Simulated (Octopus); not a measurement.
Crystal: Li.

```
Li
1.0
     3.11100    0.00000    0.00000
    -1.55550    2.69421    0.00000
     0.00000    0.00000    5.09300
Li
2
Direct
  0.66667 0.33333 0.75000
  0.33333 0.66667 0.25000
```

This isn't the form of Li at room conditions, which is bcc.

```yaml
Program: Octopus 16.4
Task: single point
Functional: PBE
Potentials_or_basis: pseudodojo_pbe (PseudoDojo 0.5, PBE)
Grid_spacing: 0.130 × 0.130 × 0.131 Å
k_mesh: 10 × 10 × 5
Occupations: fermi-dirac, width 0.05 eV
Spin: no spin polarisation
```

On this cell: largest force under 0.003 eV/Å; band gap on the k mesh none (metal or under the smearing width).

The same run follows on a disturbed copy (atoms moved at random, drawn with an rms of 0.05 Å):

```xyz
2
Lattice="3.1110 0.0000 0.0000 -1.5555 2.6942 0.0000 0.0000 0.0000 5.0930" Properties=species:S:1:pos:R:3 pbc="T T T"
Li    1.5536    0.9073    3.8469
Li   -0.0150    1.8090    1.2511
```

Question: What changes?

Answer: The energy (extrapolated to zero smearing) moves by +0.7 meV/atom; largest force 0.055 eV/Å; band gap on the k mesh none (metal or under the smearing width).

Forces on the atoms (eV/Å):
```
Li  -0.002  0.001 -0.055
Li   0.002 -0.001  0.055
```
